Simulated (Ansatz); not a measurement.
The system is CuO.

```
Cu O
1.0
     0.00000    2.11656    2.11656
     2.11656    0.00000    2.11656
     2.11656    2.11656    0.00000
Cu O
1 1
Direct
  0.02950 0.02810 0.90803
  0.47050 0.47190 0.59197
```

The cell comes from a database or a generator and needn't be the stable form of this composition.

- Program: Ansatz 0.2.0
- Task: relaxation of cell and atoms
- Functional: LDA
- Potentials or basis: Ansatz PAW
- Cutoff: 420 eV (not typed: the program's choice for these potentials)
- k mesh: 11 × 11 × 11
- Occupations: fermi-dirac, width 0.05 eV
- Spin: no spin polarisation
- Hubbard terms: Cu d U = 5.3 eV

At the start: volume 9.48 Å³/atom.

Task: Where does the relaxation end?

Result: It ends after 10 steps and the volume is 8.88 Å³/atom (-6.4 %); space group Fm-3m (No. 225, to 0.05 Å).

Step by step:
```csv
step,energy change (eV),largest force (eV/Å),volume (Å³)
1,0.0000,0.9467,18.96
2,-0.0432,1.1023,18.82
3,-0.0955,1.2824,18.63
4,-0.4188,0.3853,17.69
5,-0.4542,0.0068,17.92
6,-0.4564,0.0146,17.81
7,-0.4567,0.0002,17.79
8,-0.4507,0.0002,17.79
9,-0.4510,0.0000,17.75
10,-0.4506,0.0000,17.75
```

Final structure:
```
Cu O
1.0
    -0.00004    2.07057    2.07052
     2.07068   -0.00005    2.07053
     2.07054    2.07045    0.00008
Cu O
1 1
Direct
  0.00000 0.00000 0.00000
  0.50000 0.50000 0.50000
```

Caveat: the electronic state changed during the relaxation; the plane-wave basis is chosen anew once the cell has moved, so the energies of steps on either side of that aren't comparable; the pressure holds a Pulay correction of +1.1 GPa for the finite cutoff; an odd number of electrons without spin polarisation forces a metal; a magnetic or distorted state may lie lower; the run has no spin polarisation, though such a crystal can be magnetic; U without spin polarisation on a metal has little footing; the PAW data sets come from PBE, with cores solved anew for the run's functional, which leaves a small shift of forces and pressure.
